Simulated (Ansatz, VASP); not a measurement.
## Two plane-wave programs on BeTe

```xyz
2
Lattice="0.0000 2.7707 2.7707 2.7707 0.0000 2.7707 2.7707 2.7707 0.0000" Properties=species:S:1:pos:R:3 pbc="T T T"
Be    0.0000    0.0000    0.0000
Te    1.3854    1.3854    1.3854
```

Alike in both runs: task single point; functional r2SCAN; k mesh 8 × 8 × 8; occupations gaussian, width 0.02 eV; no spin polarisation.

|  | VASP | Ansatz |
| --- | --- | --- |
| version | VASP 6.6.1 | Ansatz 0.2.0 |
| potentials or method | VASP PAW PBE potentials, release 64 (Be, Te) | scalar-relativistic, plane waves, PAW |
| plane-wave cutoff (eV) | 520 | 500 |
| valence electrons in the cell | 8 | 18 |

```csv
,VASP,Ansatz,Ansatz less VASP
gap on the k mesh at the Fermi level (eV),2.21,2.22,+0.009
least direct gap on the mesh (eV),3.96,3.97,+0.014
pressure (GPa),4.4,4.2,-0.23
```

The two sets of potentials don't hold the same shells in valence.

Caveats: the PAW data sets were made with another functional, which shifts forces and pressure a little (VASP); spin-orbit coupling is left out, which moves the levels of the heavy elements. A k mesh can miss the band edges. r2SCAN opens gaps a little over a GGA but as a rule still falls short of measured ones.
